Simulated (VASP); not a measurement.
# CdS (Greenockite) (P6_3mc) in VASP: further runs

Aim: see how the results for CdS (Greenockite) move with the level of theory and the settings. Levels: PBEsol, PBE, LDA, r2SCAN. Tasks: dielectric tensor, band structure.

Program: VASP 6.6.1. These are calculated values, not measurements. Logs are shortened: lines on timing, memory, paths and dates and some standing lists are left out, and cuts for length are marked.

**Measured values to compare with.**

From “Isotope dependence of band-gap energy”, 2008, arxiv:0807.2152, for a bulk crystal of CdS: band gap 2.5809 ± 0.0002 eV.

How close the calculation comes is told below.

## (1) The crystal as given

The structure is hexagonal, space group P6_3mc (No. 186). Conventional cell: a = 4.131 Å, b = 4.131 Å, c = 6.725 Å, α = 90.00°, β = 90.00°, γ = 120.00°. Cd (site symmetry 3m) has 4 S at 2.53 Å as nearest neighbours. S (site symmetry 3m) has 4 Cd at 2.53 Å as nearest neighbours.

## (2) Dielectric tensor, PBEsol

File INCAR:

```
SYSTEM = CdS
PREC = Accurate
ENCUT = 600
EDIFF = 1E-8
ISMEAR = 0
SIGMA = 0.03
LREAL = .False.
LASPH = .True.
NELM = 80
ALGO = Fast
ISIF = 2
LWAVE = .False.
LCHARG = .False.
GGA = PS
LEPSILON = .True.
KPAR = 2
```

File KPOINTS:

```
Automatic mesh
0
Gamma
  12 12 7
  0 0 0
```

File POSCAR:

```
CdS                                     
1.0
    4.1314672779      0.0000000000      0.0000000000
   -2.0657336390      3.5779556176      0.0000000000
    0.0000000000      0.0000000000      6.7250854267
  Cd              S             
     2     2
Direct
     0.3333333332999970    0.6666666667000030    0.9992986667420110
     0.6666666667000030    0.3333333332999970    0.4992986667420110
     0.3333333332999970    0.6666666667000030    0.3757013332579890
     0.6666666667000030    0.3333333332999970    0.8757013332579890
```

Potentials or basis: VASP PAW PBE potentials, release 64 (Cd, S).

Launch:

```
> cat potpaw_PBE.64/Cd/POTCAR potpaw_PBE.64/S/POTCAR > POTCAR
> mpirun -np 2 vasp_std > vasp.out
```

OUTCAR:

```text
SYSTEM = CdS
   PREC = Accurate
   ENCUT = 600
   EDIFF = 1E-8
   ISMEAR = 0
   LREAL = .False.
   LASPH = .True.
   NELM = 80
   ISIF = 2
   GGA = PS
   LEPSILON = .True.

 ion  position               nearest neighbor table
   1  0.333  0.667  0.999-   4 2.53   4 2.53   4 2.53   3 2.53
   2  0.667  0.333  0.499-   3 2.53   3 2.53   3 2.53   4 2.53
   3  0.333  0.667  0.376-   2 2.53   2 2.53   2 2.53   1 2.53
   4  0.667  0.333  0.876-   1 2.53   1 2.53   1 2.53   2 2.53

  LATTYP: Found a hexagonal cell.
 ALAT       =     4.1314672779
 C/A-ratio  =     1.6277716788

  Lattice vectors:

 A1 = (   4.1314672779,   0.0000000000,   0.0000000000)
 A2 = (  -2.0657336390,   3.5779556176,   0.0000000000)
 A3 = (   0.0000000000,   0.0000000000,   6.7250854267)

Analysis of symmetry for initial positions (statically):
=====================================================================
 Subroutine PRICEL returns:
 Original cell was already a primitive cell.

 Routine SETGRP: Setting up the symmetry group for a
 hexagonal supercell.

 Subroutine GETGRP returns: Found 12 space group operations
 (whereof  6 operations were pure point group operations)
 out of a pool of 24 trial point group operations.

The static configuration has the point symmetry C_3v.
 The point group associated with its full space group is C_6v.

Analysis of symmetry for dynamics (positions and initial velocities):
=====================================================================
 Subroutine PRICEL returns:
 Original cell was already a primitive cell.

 Routine SETGRP: Setting up the symmetry group for a
 hexagonal supercell.

 Subroutine GETGRP returns: Found 12 space group operations
 (whereof  6 operations were pure point group operations)
 out of a pool of 24 trial point group operations.

The dynamic configuration has the point symmetry C_3v.
 The point group associated with its full space group is C_6v.

 Subroutine INISYM returns: Found 12 space group operations
 (whereof  6 operations are pure point group operations),
 and found     1 'primitive' translations

----------------------------------------------------------------------------------------

                                     Primitive cell

  volume of cell :      99.4116

  direct lattice vectors                    reciprocal lattice vectors
     4.131467278  0.000000000  0.000000000     0.242044759  0.139744607  0.000000000
    -2.065733639  3.577955618  0.000000000     0.000000000  0.279489213  0.000000000
     0.000000000  0.000000000  6.725085427     0.000000000  0.000000000  0.148696996

  length of vectors
     4.131467278  4.131467278  6.725085427     0.279489213  0.279489213  0.148696996

  position of ions in fractional coordinates (direct lattice)
     0.333333333  0.666666667  0.999298667
     0.666666667  0.333333333  0.499298667
     0.333333333  0.666666667  0.375701333
     0.666666667  0.333333333  0.875701333

  ion indices of the primitive-cell ions
   primitive index   ion index
                 1           1
                 2           2
                 3           3
                 4           4

----------------------------------------------------------------------------------------

 KPOINTS: Automatic mesh

Automatic generation of k-mesh.
 Grid dimensions read from file:
 generate k-points for:   12   12    7

 Generating k-lattice:

  Cartesian coordinates                     Fractional coordinates (reciprocal lattice)
     0.020170397  0.011645384  0.000000000     0.083333333 -0.000000000  0.000000000
     0.000000000  0.023290768  0.000000000     0.000000000  0.083333333  0.000000000
     0.000000000  0.000000000  0.021242428     0.000000000  0.000000000  0.142857143

  Length of vectors
     0.023290768  0.023290768  0.021242428

  Shift w.r.t. Gamma in fractional coordinates (k-lattice)
     0.000000000  0.000000000  0.000000000

 Subroutine IBZKPT returns following result:
 ===========================================

 Found     76 irreducible k-points:

 Following reciprocal coordinates:
            Coordinates               Weight
  0.000000  0.000000  0.000000      1.000000
  0.083333 -0.000000  0.000000      6.000000
  0.166667 -0.000000  0.000000      6.000000
  0.250000 -0.000000  0.000000      6.000000
[... 37 lines left out ...]
   ENCUT  =  600.0 eV  44.10 Ry    6.64 a.u.   8.25  8.25 13.43*2*pi/ulx,y,z
   NELM   =     80;   NELMIN=  2; NELMDL= -5     # of ELM steps
   EDIFF  = 0.1E-07   stopping-criterion for ELM
   LREAL  =      F    real-space projection
   EDIFFG = 0.1E-06   stopping-criterion for IOM
   NSW    =      0    number of steps for IOM
   IBRION =     -1    ionic relax: 0-MD 1-quasi-New 2-CG
   NFREE  =      0    steps in history (QN), initial steepest desc. (CG)
   ISIF   =      2    stress and relaxation
   ISYM   =      2    0-nonsym 1-usesym 2-fastsym
   POTIM  = 0.5000    time-step for ionic-motion
   TEBEG  =    0.0;   TEEND  =   0.0 temperature during run
   PSTRESS=    0.0 pullay stress
   NELECT =      36.0000    total number of electrons
   NUPDOWN=      -1.0000    fix difference up-down
   EMIN   =  10.00;   EMAX   =-10.00  energy-range for DOS
   EFERMI =   0.00;   METHOD = LEGACY
   ISMEAR =     0;   SIGMA  =   0.03  broadening in eV -4-tet -1-fermi 0-gaus
   EFERMI_NEDOS =   21; number of points for ismear=-14 and -15
   IALGO  =     68    algorithm
   IMIX   =      4    mixing-type and parameters
     AMIX     =   0.40;   BMIX     =  1.00
     AMIX_MAG =   1.60;   BMIX_MAG =  1.00
  volume/ion in A,a.u.               =      24.85       167.72
  Fermi-wavevector in a.u.,A,eV,Ry     =   1.166890  2.205103 18.526137  1.361633
  Thomas-Fermi vector in A             =   2.303397
   LORBIT       =      0    0 simple, 1 ext, 2 COOP (PROOUT), +10 PAW based schemes
   GGA     = PS    functional components
   LHFCALC =     F    Hartree Fock is set to
   AEXX    =    0.0000 exact exchange contribution
   IVDW    =     0    specifies the selected vdW correction
   LEPSILON=     T    determine dielectric tensor
   LRPA    =     F    only Hartree local field effects (RPA)
 non-spin polarized calculation
 RMM-DIIS sequential band-by-band and
 Gauss-broadening in eV      SIGMA  =   0.03
  energy-cutoff  :      600.00
  volume of cell :       99.41
 maximum number of plane-waves:      3357
 NGX is ok and might be reduce to    36
   NGX = 17   NGY = 17   NGZ = 27

--------------------------------------- Ionic step        1  -------------------------------------------

 number of electron      36.0000004 magnetization

 E-fermi :   1.3733     XC(G=0):  -9.3619

 val. band max:        1.1945194468   @ k =   0.0000   0.0000   0.0000
 cond. band min:       2.2778767037   @ k =   0.0000   0.0000   0.0000
 fundamental gap:      1.0833572569
 Fermi energy:         1.3733108936

 k-point     1 :       0.0000    0.0000    0.0000
  band No.  band energies     occupation
      1     -11.1827      2.00000
      2     -10.7391      2.00000
      3      -6.5084      2.00000
      4      -6.5008      2.00000
      5      -6.5008      2.00000
      6      -6.4157      2.00000
[... 589 lines left out ...]
     21       6.5519      0.00000
     22       7.0745      0.00000

 [... further k-points ...]

  FORCE on cell =-STRESS in cart. coord.  units (eV):
  Direction    XX          YY          ZZ          XY          YZ          ZX
  --------------------------------------------------------------------------------------
  -------------------------------------------------------------------------------------
  Total        0.0003153      0.0003153     -0.0026376     -0.0000000      0.0000000     -0.0000000
  in kB        0.0050810      0.0050810     -0.0425084     -0.0000000      0.0000000     -0.0000000
  external PRESSURE =      -0.0107821 kB  Pullay stress =       0.0000000 kB

 VOLUME and BASIS-vectors are now :
 -----------------------------------------------------------------------------
  energy-cutoff  :      600.00
  volume of cell :       99.41
      direct lattice vectors                 reciprocal lattice vectors
     4.131467278  0.000000000  0.000000000     0.242044759  0.139744607  0.000000000
    -2.065733639  3.577955618  0.000000000     0.000000000  0.279489213  0.000000000
     0.000000000  0.000000000  6.725085427     0.000000000  0.000000000  0.148696996

 POSITION                                       TOTAL-FORCE (eV/Angst)
 -----------------------------------------------------------------------------------
     -0.00000      2.38530      6.72037        -0.000000     -0.000000     -0.001009
      2.06573      1.19265      3.35783        -0.000000      0.000000     -0.001009
     -0.00000      2.38530      2.52662         0.000000     -0.000000      0.001009
      2.06573      1.19265      5.88917        -0.000000      0.000000      0.001009
 -----------------------------------------------------------------------------------
    total drift:                               -0.000000      0.000000     -0.000522

  FREE ENERGIE OF THE ION-ELECTRON SYSTEM (eV)
  ---------------------------------------------------
  free  energy   TOTEN  =       -13.6342765765 eV

  energy  without entropy=      -13.6342765765  energy(sigma->0) =      -13.63427658

 HEAD OF MICROSCOPIC STATIC DIELECTRIC TENSOR (INDEPENDENT PARTICLE, excluding Hartree and local field effects)
 ------------------------------------------------------
           6.672162    -0.000000     0.000000
          -0.000000     6.672162     0.000000
           0.000000     0.000000     6.735601
 ------------------------------------------------------

 Free energy of the ion-electron system (eV)
  ---------------------------------------------------
  ---------------------------------------------------
  free energy    TOTEN  =        -1.54912533 eV

  energy without entropy =       -1.54912533

------------------------ aborting loop because EDIFF is reached ----------------------------------------

--------------------------------------- Ionic step        2  -------------------------------------------

------------------------ aborting loop because EDIFF is reached ----------------------------------------

--------------------------------------- Ionic step        3  -------------------------------------------

 Free energy of the ion-electron system (eV)
  ---------------------------------------------------
  ---------------------------------------------------
  free energy    TOTEN  =        -1.57234325 eV

  energy without entropy =       -1.57234325

------------------------ aborting loop because EDIFF is reached ----------------------------------------

 PIEZOELECTRIC TENSOR FIELD DIRECTION 3  (e Angst)
 -----------------------------------------------------------------------------
     2.06420 -0.00000  0.00000           ( -0.02181  0.00000  0.00000)
    -0.00000  2.06420 -0.00000           (  0.00000 -0.02181  0.00000)
     0.00000 -0.00000 -4.24057           (  0.00000  0.00000  0.04371)

 PIEZOELECTRIC TENSOR FIELD DIRECTION 3  (C/m^2)
 -----------------------------------------------------------------------------
     0.33268 -0.00000  0.00000
    -0.00000  0.33268 -0.00000
     0.00000 -0.00000 -0.68344

 MACROSCOPIC STATIC DIELECTRIC TENSOR (including local field effects in DFT)
 ------------------------------------------------------
           6.269599    -0.000000     0.000000
          -0.000000     6.269599     0.000000
           0.000000     0.000000     6.356065
 ------------------------------------------------------

 PIEZOELECTRIC TENSOR (including local field effects)  for field in x, y, z        (e  Angst)
          XX          YY          ZZ          XY          YZ          ZX
  --------------------------------------------------------------------------------
  x    -0.00000     0.00000     0.00000    -0.00000    -0.00000     2.11368
  y    -0.00000     0.00000     0.00000     0.00000     2.11368    -0.00000
  z     2.06420     2.06420    -4.24057    -0.00000    -0.00000     0.00000

 PIEZOELECTRIC TENSOR (including local field effects)  for field in x, y, z        (C/m^2)
          XX          YY          ZZ          XY          YZ          ZX
  --------------------------------------------------------------------------------
  x    -0.00000     0.00000     0.00000    -0.00000    -0.00000     0.34065
  y    -0.00000     0.00000     0.00000     0.00000     0.34065    -0.00000
  z     0.33268     0.33268    -0.68344    -0.00000    -0.00000     0.00000

 BORN EFFECTIVE CHARGES (including local field effects) (in |e|, cummulative output)
 ---------------------------------------------------------------------------------
 ion    1
    1     2.12335    -0.00000    -0.00000
    2    -0.00000     2.12335     0.00000
    3    -0.00000     0.00000     2.21630
 ion    2
    1     2.12335    -0.00000     0.00000
    2    -0.00000     2.12335     0.00000
    3     0.00000     0.00000     2.21630
 ion    3
    1    -2.12335     0.00000     0.00000
    2     0.00000    -2.12335    -0.00000
    3    -0.00000     0.00000    -2.21630
 ion    4
    1    -2.12335     0.00000     0.00000
    2     0.00000    -2.12335     0.00000
    3     0.00000     0.00000    -2.21630
```

It took 19 min on 2 MPI ranks of AMD EPYC 9R45 (Zen 5), shared host; peak memory 1.5 GiB.

Results:

| Quantity | Value |
| --- | --- |
| Band gap on the k mesh | 1.08 eV, direct |
| Electronic dielectric tensor (diagonal) | 6.27, 6.27, 6.36 |
| Born charges (mean of the diagonal) | Cd +2.15; S -2.15 e |

Electronic dielectric tensor:
```
6.27 0.00 0.00
0.00 6.27 0.00
0.00 0.00 6.36
```

Born effective charge tensors (e):
atom 1, Cd
```
2.12 0.00 0.00
0.00 2.12 0.00
0.00 0.00 2.22
```
atom 2, Cd
```
2.12 0.00 0.00
0.00 2.12 0.00
0.00 0.00 2.22
```
atom 3, S
```
-2.12  0.00  0.00
 0.00 -2.12  0.00
 0.00  0.00 -2.22
```
atom 4, S
```
-2.12  0.00  0.00
 0.00 -2.12  0.00
 0.00  0.00 -2.22
```

Caveat: the PAW data sets were made with another functional, which shifts forces and pressure a little; an odd mesh through Γ misses points on the zone boundary, where band edges often lie.

## (3) Band structure, PBE

File INCAR:

```
  PREC = Accurate
  ENCUT = 520
  EDIFF = 1E-6
  ISMEAR = 0
  SIGMA = 0.03
  LREAL = F
  LASPH = T
  NELM = 80
  ALGO = Fast
  ISIF = 2
  LWAVE = F
  LCHARG = F
  GGA = PE
  KPAR = 2
```

File KPOINTS:

```
Automatic mesh
0
Gamma
  9 9 4
```

File POSCAR:

```
CdS                                     
1.0
    4.1314640066      0.0000000000     -0.0000000000
   -2.0657320033      3.5779527845     -0.0000000000
   -0.0000000000      0.0000000000      6.7246200047
  Cd              S             
     2     2
Direct
     0.3333333332999970    0.6666666667000030    0.9993194298706768
     0.6666666667000030    0.3333333332999970    0.4993194298706768
     0.3333333332999970    0.6666666667000030    0.3756805701293232
     0.6666666667000030    0.3333333332999970    0.8756805701293232
```

File KPOINTS_OPT:

```
explicit points
213
Reciprocal
 0.0000000000  0.0000000000  0.0000000000 1
 0.0357142857  0.0000000000  0.0000000000 1
 0.0714285714  0.0000000000  0.0000000000 1
 0.1071428571  0.0000000000  0.0000000000 1
 0.1428571429  0.0000000000  0.0000000000 1
 0.1785714286  0.0000000000  0.0000000000 1
[... 205 lines left out ...]
 0.5000000000  0.0000000000  0.0375279400 1
 0.5000000000  0.0000000000 -0.0375279400 1
```

Potentials or basis: VASP PAW PBE potentials, release 64 (Cd, S).

Launch:

```
> cat potpaw_PBE.64/Cd/POTCAR potpaw_PBE.64/S/POTCAR > POTCAR
> mpirun -np 2 vasp_std > vasp.out
```

Run time: 2.9 min. Hardware: 2 MPI ranks of Intel Xeon Platinum 8259CL at 2.50GHz (Skylake/Cascade Lake), shared host; peak memory 0.28 GiB.

It converged, with:

| Property | Result |
| --- | --- |
| Free energy | -12.2501 eV |
| Pressure | 3.1 GPa |
| Band gap on the k mesh | 1.22 eV, direct |
| Band gap along the path | 1.22 eV, direct |

Levels at the corners of the path, in eV from the valence-band top:
| point | band 16 | band 17 | band 18 | band 19 | band 20 | band 21 |
| --- | --- | --- | --- | --- | --- | --- |
| Γ | -0.05 | 0.00 | 0.00 | 1.22 | 2.80 | 6.48 |
| M | -1.88 | -1.30 | -0.76 | 3.73 | 3.89 | 5.10 |
| M | -1.88 | -1.30 | -0.76 | 3.73 | 3.89 | 5.10 |
| K | -1.85 | -1.85 | -1.65 | 4.65 | 5.12 | 5.12 |
| K | -1.85 | -1.85 | -1.65 | 4.65 | 5.12 | 5.12 |
| Γ | -0.05 | 0.00 | 0.00 | 1.22 | 2.80 | 6.48 |
| Γ | -0.05 | 0.00 | 0.00 | 1.22 | 2.80 | 6.48 |
| A | -0.39 | -0.39 | -0.39 | 2.87 | 2.87 | 6.19 |
| A | -0.39 | -0.39 | -0.39 | 2.87 | 2.87 | 6.19 |
| L | -1.35 | -1.33 | -1.33 | 3.49 | 3.49 | 5.38 |
| L | -1.35 | -1.33 | -1.33 | 3.49 | 3.49 | 5.38 |
| H | -2.44 | -1.13 | -1.13 | 4.40 | 4.40 | 6.11 |
| H | -2.44 | -1.13 | -1.13 | 4.40 | 4.40 | 6.11 |
| A | -0.39 | -0.39 | -0.39 | 2.87 | 2.87 | 6.19 |
| L | -1.35 | -1.33 | -1.33 | 3.49 | 3.49 | 5.38 |
| M | -1.88 | -1.30 | -0.76 | 3.73 | 3.89 | 5.10 |
| K | -1.85 | -1.85 | -1.65 | 4.65 | 5.12 | 5.12 |
| H | -2.44 | -1.13 | -1.13 | 4.40 | 4.40 | 6.11 |

(Continued in part 2 of 2.)
